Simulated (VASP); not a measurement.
# Ca (P6_3/mmc) in VASP: notebook

One crystal, Ca, is run at these levels: PBE; tasks: single point.

Program: VASP 6.6.1. These are calculated values, not measurements. Logs are shortened: lines on timing, memory, paths and dates and some standing lists are left out, and cuts for length are marked.

## (1) The structure

The structure is hexagonal, space group P6_3/mmc (No. 194). Conventional cell: a = 3.980 Å, b = 3.980 Å, c = 6.520 Å, α = 90.00°, β = 90.00°, γ = 120.00°. Ca (site symmetry -6m2) has 12 Ca at 3.98 to 3.99 Å as nearest neighbours.

This isn't the form of Ca at room conditions, which is fcc.

## (2) Single point, PBE

Input file INCAR:

```
  PREC = Accurate
  ENCUT = 460
  EDIFF = 1E-6
  ISMEAR = 1
  SIGMA = 0.1
  LREAL = F
  LASPH = T
  NELM = 100
  ALGO = Normal
  ISIF = 2
  LWAVE = F
  LCHARG = F
  GGA = PE
  NBANDS = 17
  ADDGRID = F
```

Input file KPOINTS:

```
regular mesh
0
Gamma
  4 4 2
```

Input file POSCAR:

```
Ca
1.0
    3.9800000000      0.0000000000      0.0000000000
   -1.9900000000      3.4467811071      0.0000000000
    0.0000000000      0.0000000000      6.5200000000
Ca
2
Direct
    0.6666666667      0.3333333333      0.7500000000
    0.3333333333      0.6666666667      0.2500000000
```

Potentials or basis: VASP PAW PBE potentials, release 64 (Ca_sv).

Run with:

```sh
$ cat potpaw_PBE.64/Ca_sv/POTCAR > POTCAR
$ mpirun -np 1 vasp_std > vasp.out
```

OUTCAR:

```text
PREC = Accurate
   ENCUT = 460
   EDIFF = 1E-6
   ISMEAR = 1
   LREAL = F
   LASPH = T
   NELM = 100
   ISIF = 2
   GGA = PE

 Found      8 irreducible k-points:

 Following reciprocal coordinates:
            Coordinates               Weight
  0.000000  0.000000  0.000000      1.000000
  0.250000 -0.000000  0.000000      6.000000
  0.500000 -0.000000  0.000000      3.000000
  0.250000  0.250000  0.000000      6.000000
  0.000000  0.000000  0.500000      1.000000
  0.250000 -0.000000  0.500000      6.000000
   k-points           NKPTS =      8   k-points in BZ     NKDIM =      8   number of bands    NBANDS=     17
   number of dos      NEDOS =    301   number of ions     NIONS =      2
   total plane-waves  NPLWV =  37632
   dimension x,y,z NGX =    28 NGY =   28 NGZ =   48
   dimension x,y,z NGXF=    56 NGYF=   56 NGZF=   96
   ions per type =               2
   NGX,Y,Z   is equivalent  to a cutoff of  11.70, 11.70, 12.24 a.u.
   NGXF,Y,Z  is equivalent  to a cutoff of  23.39, 23.39, 24.48 a.u.
 SYSTEM =  unknown system
   PREC   = accura    normal or accurate (medium, high low for compatibility)
   ISTART =      0    job   : 0-new  1-cont  2-samecut
   ICHARG =      2    charge: 1-file 2-atom 10-const
   ISPIN  =      1    spin polarized calculation?
   LNONCOLLINEAR =      F non collinear calculations
   LSORBIT =      F    spin-orbit coupling
   LASPH  =      T    aspherical Exc in radial PAW
   ENCUT  =  460.0 eV  33.81 Ry    5.81 a.u.   6.96  6.96 11.40*2*pi/ulx,y,z
   NELM   =    100;   NELMIN=  2; NELMDL= -5     # of ELM steps
   EDIFF  = 0.1E-05   stopping-criterion for ELM
   LREAL  =      F    real-space projection
   EDIFFG = 0.1E-04   stopping-criterion for IOM
   NSW    =      0    number of steps for IOM
   IBRION =     -1    ionic relax: 0-MD 1-quasi-New 2-CG
   NFREE  =      0    steps in history (QN), initial steepest desc. (CG)
   ISIF   =      2    stress and relaxation
   ISYM   =      2    0-nonsym 1-usesym 2-fastsym
   POTIM  = 0.5000    time-step for ionic-motion
   TEBEG  =    0.0;   TEEND  =   0.0 temperature during run
   PSTRESS=    0.0 pullay stress
   NELECT =      20.0000    total number of electrons
   NUPDOWN=      -1.0000    fix difference up-down
   EMIN   =  10.00;   EMAX   =-10.00  energy-range for DOS
   EFERMI =   0.00;   METHOD = LEGACY
   ISMEAR =     1;   SIGMA  =   0.10  broadening in eV -4-tet -1-fermi 0-gaus
   EFERMI_NEDOS =   21; number of points for ismear=-14 and -15
   IALGO  =     38    algorithm
   IMIX   =      4    mixing-type and parameters
     AMIX     =   0.40;   BMIX     =  1.00
     AMIX_MAG =   1.60;   BMIX_MAG =  1.00
  volume/ion in A,a.u.               =      44.72       301.79
  Fermi-wavevector in a.u.,A,eV,Ry     =   0.993657  1.877740 13.433783  0.987355
  Thomas-Fermi vector in A             =   2.125555
   LORBIT       =      0    0 simple, 1 ext, 2 COOP (PROOUT), +10 PAW based schemes
   GGA     = PE    functional components
   LHFCALC =     F    Hartree Fock is set to
   AEXX    =    0.0000 exact exchange contribution
   IVDW    =     0    specifies the selected vdW correction
   LEPSILON=     F    determine dielectric tensor
   LRPA    =     F    only Hartree local field effects (RPA)
 non-spin polarized calculation
 Methfessel and Paxton  Order N= 1 SIGMA  =   0.10
  energy-cutoff  :      460.00
  volume of cell :       89.44
 maximum number of plane-waves:      2020
 NGX is ok and might be reduce to    28

 number of electron      20.0000001 magnetization

 Free energy of the ion-electron system (eV)
  ---------------------------------------------------
  ext. energy  EPLUGINS =         0.00000000
  ---------------------------------------------------
  free energy    TOTEN  =        -3.85339906 eV

  energy without entropy =       -3.85441931  energy(sigma->0) =       -3.85373914

 E-fermi :   1.7241     XC(G=0):  -7.5566

 val. band max:        1.6780661972   @ k =   0.2500  -0.0000   0.0000
 cond. band min:       1.8308953005   @ k =   0.5000  -0.0000   0.5000
 fundamental gap:      0.1528291034
 Fermi energy:         1.7240925580

 k-point     1 :       0.0000    0.0000    0.0000
  band No.  band energies     occupation
      1     -40.3988      2.00000
      2     -40.3887      2.00000
      3     -21.4140      2.00000
      4     -21.3464      2.00000
      5     -21.3464      2.00000
      6     -21.3310      2.00000
[... 9 lines left out ...]
     16       4.2710      0.00000
     17       4.6560      0.00000

 k-point     2 :       0.2500   -0.0000    0.0000
  band No.  band energies     occupation
      1     -40.3941      2.00000
      2     -40.3866      2.00000
      3     -21.3940      2.00000
      4     -21.3890      2.00000
      5     -21.3742      2.00000
      6     -21.3594      2.00000
[... 9 lines left out ...]
     16       4.5820      0.00000
     17       4.6078      0.00000

 k-point     3 :       0.5000   -0.0000    0.0000
  band No.  band energies     occupation
      1     -40.3885      2.00000
      2     -40.3852      2.00000
      3     -21.4324      2.00000
      4     -21.4158      2.00000
      5     -21.3719      2.00000
      6     -21.3653      2.00000
[... 9 lines left out ...]
     16       5.6554      0.00000
     17       5.7001      0.00000

 k-point     4 :       0.2500    0.2500    0.0000
  band No.  band energies     occupation
      1     -40.3885      2.00000
      2     -40.3852      2.00000
      3     -21.4138      2.00000
      4     -21.4070      2.00000
      5     -21.3810      2.00000
      6     -21.3657      2.00000
[... 9 lines left out ...]
     16       4.9933      0.00000
     17       5.3280      0.00000

 k-point     5 :       0.0000    0.0000    0.5000
  band No.  band energies     occupation
      1     -40.3938      2.00000
      2     -40.3938      2.00000
      3     -21.3591      2.00000
      4     -21.3591      2.00000
      5     -21.3386      2.00000
      6     -21.3386      2.00000
[... 9 lines left out ...]
     16       3.9756      0.00000
     17       5.2616      0.00000

 k-point     6 :       0.2500   -0.0000    0.5000
  band No.  band energies     occupation
      1     -40.3903      2.00000
      2     -40.3903      2.00000
      3     -21.3931      2.00000
      4     -21.3931      2.00000
      5     -21.3491      2.00000
      6     -21.3491      2.00000
[... 9 lines left out ...]
     16       4.3750      0.00000
     17       5.2574      0.00000

 [... further k-points ...]

------------------------ aborting loop because EDIFF is reached ----------------------------------------

  FORCE on cell =-STRESS in cart. coord.  units (eV):
  Direction    XX          YY          ZZ          XY          YZ          ZX
  --------------------------------------------------------------------------------------
  -------------------------------------------------------------------------------------
  Total       -0.8935757     -0.8935757      0.3995463      0.0000000      0.0000000     -0.0000000
  in kB      -16.0065434    -16.0065434      7.1570383      0.0000000      0.0000000     -0.0000000
  external PRESSURE =      -8.2853495 kB  Pullay stress =       0.0000000 kB

 VOLUME and BASIS-vectors are now :
 -----------------------------------------------------------------------------
  energy-cutoff  :      460.00
  volume of cell :       89.44
      direct lattice vectors                 reciprocal lattice vectors
     3.980000000  0.000000000  0.000000000     0.251256281  0.145062882  0.000000000
    -1.990000000  3.446781107  0.000000000     0.000000000  0.290125763  0.000000000
     0.000000000  0.000000000  6.520000000     0.000000000  0.000000000  0.153374233

 POSITION                                       TOTAL-FORCE (eV/Angst)
 -----------------------------------------------------------------------------------
      1.99000      1.14893      4.89000         0.000000     -0.000000      0.000000
     -0.00000      2.29785      1.63000        -0.000000      0.000000      0.000000
 -----------------------------------------------------------------------------------
    total drift:                                0.000000     -0.000000      0.000000

  FREE ENERGIE OF THE ION-ELECTRON SYSTEM (eV)
  ---------------------------------------------------
  free  energy   TOTEN  =        -3.8533990615 eV

  energy  without entropy=       -3.8544193096  energy(sigma->0) =       -3.85373914
```

Run time: 6.2 s. Hardware: 1 thread of Intel Xeon 6975P-C (Granite Rapids), shared host; peak memory 0.18 GiB.

The run converged, but some of its settings lie outside the range that counts as converged, so its numbers aren't taken as properties of the crystal.

What came out:

- Free energy: -3.8534 eV
- Pressure: -0.8 GPa
- Band gap on the k mesh: none (metal or under the smearing width)

Caveat: the k mesh is coarse (spacing up to 0.48 Å⁻¹), so the values aren't converged.

## (3) Single point, PBE

INCAR, as its differences from that of step 2:

```diff
@@ -1,3 +1,3 @@
   PREC = Accurate
-  ENCUT = 460
+  ENCUT = 520
   EDIFF = 1E-6
```

KPOINTS is that of step 2.

POSCAR is that of step 2.

Potentials or basis: VASP PAW PBE potentials, release 64 (Ca_sv).

Run with:

```sh
$ cat potpaw_PBE.64/Ca_sv/POTCAR > POTCAR
$ mpirun -np 1 vasp_std > vasp.out
```

Run time: 7.8 s. Hardware: 1 thread of Intel Xeon 6975P-C (Granite Rapids), shared host; peak memory 0.19 GiB.

These settings aren't checked as converged: the numbers below hold their error.

Results:

```yaml
Free_energy: -3.8536 eV
Pressure: -0.8 GPa
Band_gap_on_the_k_mesh: none (metal or under the smearing width)
```

Caveat: the k mesh is coarse (spacing up to 0.48 Å⁻¹), so the values aren't converged.

## (4) Single point, PBE

INCAR, as its differences from that of step 3:

```diff
@@ -1,3 +1,3 @@
   PREC = Accurate
-  ENCUT = 520
+  ENCUT = 650
   EDIFF = 1E-6
```

KPOINTS is that of step 3.

POSCAR is that of step 3.

Potentials or basis: VASP PAW PBE potentials, release 64 (Ca_sv).

Run with:

```sh
$ cat potpaw_PBE.64/Ca_sv/POTCAR > POTCAR
$ mpirun -np 1 vasp_std > vasp.out
```

OUTCAR:

```text
PREC = Accurate
   ENCUT = 650
   EDIFF = 1E-6
   ISMEAR = 1
   LREAL = F
   LASPH = T
   NELM = 100
   ISIF = 2
   GGA = PE

 Found      8 irreducible k-points:

 Following reciprocal coordinates:
            Coordinates               Weight
  0.000000  0.000000  0.000000      1.000000
  0.250000 -0.000000  0.000000      6.000000
  0.500000 -0.000000  0.000000      3.000000
  0.250000  0.250000  0.000000      6.000000
  0.000000  0.000000  0.500000      1.000000
  0.250000 -0.000000  0.500000      6.000000
   k-points           NKPTS =      8   k-points in BZ     NKDIM =      8   number of bands    NBANDS=     17
   number of dos      NEDOS =    301   number of ions     NIONS =      2
   total plane-waves  NPLWV =  69984
   dimension x,y,z NGX =    36 NGY =   36 NGZ =   54
   dimension x,y,z NGXF=    72 NGYF=   72 NGZF=  108
   ions per type =               2
   NGX,Y,Z   is equivalent  to a cutoff of  15.04, 15.04, 13.77 a.u.
   NGXF,Y,Z  is equivalent  to a cutoff of  30.07, 30.07, 27.54 a.u.
 SYSTEM =  unknown system
   PREC   = accura    normal or accurate (medium, high low for compatibility)
   ISTART =      0    job   : 0-new  1-cont  2-samecut
   ICHARG =      2    charge: 1-file 2-atom 10-const
   ISPIN  =      1    spin polarized calculation?
   LNONCOLLINEAR =      F non collinear calculations
   LSORBIT =      F    spin-orbit coupling
   LASPH  =      T    aspherical Exc in radial PAW
   ENCUT  =  650.0 eV  47.77 Ry    6.91 a.u.   8.27  8.27 13.55*2*pi/ulx,y,z
   NELM   =    100;   NELMIN=  2; NELMDL= -5     # of ELM steps
   EDIFF  = 0.1E-05   stopping-criterion for ELM
   LREAL  =      F    real-space projection
   EDIFFG = 0.1E-04   stopping-criterion for IOM
   NSW    =      0    number of steps for IOM
   IBRION =     -1    ionic relax: 0-MD 1-quasi-New 2-CG
   NFREE  =      0    steps in history (QN), initial steepest desc. (CG)
   ISIF   =      2    stress and relaxation
   ISYM   =      2    0-nonsym 1-usesym 2-fastsym
   POTIM  = 0.5000    time-step for ionic-motion
   TEBEG  =    0.0;   TEEND  =   0.0 temperature during run
   PSTRESS=    0.0 pullay stress
   NELECT =      20.0000    total number of electrons
   NUPDOWN=      -1.0000    fix difference up-down
   EMIN   =  10.00;   EMAX   =-10.00  energy-range for DOS
   EFERMI =   0.00;   METHOD = LEGACY
   ISMEAR =     1;   SIGMA  =   0.10  broadening in eV -4-tet -1-fermi 0-gaus
   EFERMI_NEDOS =   21; number of points for ismear=-14 and -15
   IALGO  =     38    algorithm
   IMIX   =      4    mixing-type and parameters
     AMIX     =   0.40;   BMIX     =  1.00
     AMIX_MAG =   1.60;   BMIX_MAG =  1.00
  volume/ion in A,a.u.               =      44.72       301.79
  Fermi-wavevector in a.u.,A,eV,Ry     =   0.993657  1.877740 13.433783  0.987355
  Thomas-Fermi vector in A             =   2.125555
   LORBIT       =      0    0 simple, 1 ext, 2 COOP (PROOUT), +10 PAW based schemes
   GGA     = PE    functional components
   LHFCALC =     F    Hartree Fock is set to
   AEXX    =    0.0000 exact exchange contribution
   IVDW    =     0    specifies the selected vdW correction
   LEPSILON=     F    determine dielectric tensor
   LRPA    =     F    only Hartree local field effects (RPA)
 non-spin polarized calculation
 Methfessel and Paxton  Order N= 1 SIGMA  =   0.10
  energy-cutoff  :      650.00
  volume of cell :       89.44
 maximum number of plane-waves:      3386
 NGX is ok and might be reduce to    36

 number of electron      20.0000002 magnetization

 Free energy of the ion-electron system (eV)
  ---------------------------------------------------
  ext. energy  EPLUGINS =         0.00000000
  ---------------------------------------------------
  free energy    TOTEN  =        -3.85334295 eV

  energy without entropy =       -3.85436589  energy(sigma->0) =       -3.85368393

 E-fermi :   1.7243     XC(G=0):  -7.5565

 val. band max:        1.6782414981   @ k =   0.2500  -0.0000   0.0000
 cond. band min:       1.8311366951   @ k =   0.5000  -0.0000   0.5000
 fundamental gap:      0.1528951970
 Fermi energy:         1.7242735639

 k-point     1 :       0.0000    0.0000    0.0000
  band No.  band energies     occupation
      1     -40.3990      2.00000
      2     -40.3888      2.00000
      3     -21.4147      2.00000
      4     -21.3471      2.00000
      5     -21.3471      2.00000
      6     -21.3318      2.00000
[... 9 lines left out ...]
     16       4.2706      0.00000
     17       4.6555      0.00000
[... 81 lines left out ...]
 k-point     6 :       0.2500   -0.0000    0.5000
  band No.  band energies     occupation
      1     -40.3904      2.00000
      2     -40.3904      2.00000
      3     -21.3939      2.00000
      4     -21.3939      2.00000
      5     -21.3499      2.00000
      6     -21.3499      2.00000
[... 9 lines left out ...]
     16       4.3747      0.00000
     17       5.2444      0.00000

 [... further k-points ...]

------------------------ aborting loop because EDIFF is reached ----------------------------------------

  FORCE on cell =-STRESS in cart. coord.  units (eV):
  Direction    XX          YY          ZZ          XY          YZ          ZX
  --------------------------------------------------------------------------------------
  -------------------------------------------------------------------------------------
  Total       -0.8798792     -0.8798792      0.4133236     -0.0000000     -0.0000000      0.0000000
  in kB      -15.7611999    -15.7611999      7.4038304     -0.0000000     -0.0000000      0.0000000
  external PRESSURE =      -8.0395231 kB  Pullay stress =       0.0000000 kB

 VOLUME and BASIS-vectors are now :
 -----------------------------------------------------------------------------
  energy-cutoff  :      650.00
  volume of cell :       89.44
      direct lattice vectors                 reciprocal lattice vectors
     3.980000000  0.000000000  0.000000000     0.251256281  0.145062882  0.000000000
    -1.990000000  3.446781107  0.000000000     0.000000000  0.290125763  0.000000000
     0.000000000  0.000000000  6.520000000     0.000000000  0.000000000  0.153374233

 POSITION                                       TOTAL-FORCE (eV/Angst)
 -----------------------------------------------------------------------------------
      1.99000      1.14893      4.89000        -0.000000     -0.000000      0.000000
     -0.00000      2.29785      1.63000         0.000000      0.000000      0.000000
 -----------------------------------------------------------------------------------
    total drift:                                0.000000     -0.000000      0.000000

  FREE ENERGIE OF THE ION-ELECTRON SYSTEM (eV)
  ---------------------------------------------------
  free  energy   TOTEN  =        -3.8533429543 eV

  energy  without entropy=       -3.8543658861  energy(sigma->0) =       -3.85368393
```

OSZICAR:

```text
N       E                     dE             d eps       ncg     rms          rms(c)
DAV:   1     0.194695310150E+03    0.19470E+03   -0.10842E+04   272   0.123E+03
DAV:   2     0.612526263695E+01   -0.18857E+03   -0.18624E+03   307   0.347E+02
DAV:   3    -0.342294985379E+01   -0.95482E+01   -0.95141E+01   525   0.589E+01
DAV:   4    -0.384195861984E+01   -0.41901E+00   -0.41891E+00   351   0.123E+01
DAV:   5    -0.386649383093E+01   -0.24535E-01   -0.24530E-01   463   0.185E+00    0.306E+00
DAV:   6    -0.385545192910E+01    0.11042E-01   -0.25649E-02   350   0.151E+00    0.187E+00
DAV:   7    -0.385408205141E+01    0.13699E-02   -0.34590E-02   350   0.192E+00    0.131E-01
DAV:   8    -0.385330043829E+01    0.78161E-03   -0.35370E-03   326   0.512E-01    0.214E-02
DAV:   9    -0.385333860122E+01   -0.38163E-04   -0.36574E-04   463   0.803E-02    0.238E-02
DAV:  10    -0.385334550288E+01   -0.69017E-05   -0.41590E-05   366   0.615E-02    0.110E-02
DAV:  11    -0.385334316428E+01    0.23386E-05   -0.47863E-06   374   0.206E-02    0.376E-03
DAV:  12    -0.385334295426E+01    0.21003E-06   -0.18724E-07   285   0.309E-03
   1 F= -.38533430E+01 E0= -.38536839E+01  d E =0.102293E-02
```

It took 9.6 s on 1 thread of Intel Xeon 6975P-C (Granite Rapids), shared host; peak memory 0.24 GiB.

The run converged, but some of its settings lie outside the range that counts as converged, so its numbers aren't taken as properties of the crystal.

What came out:

```
Free energy            : -3.8533 eV
Pressure               : -0.8 GPa
Band gap on the k mesh : none (metal or under the smearing width)
```

Caveat: the k mesh is coarse (spacing up to 0.48 Å⁻¹), so the values aren't converged.
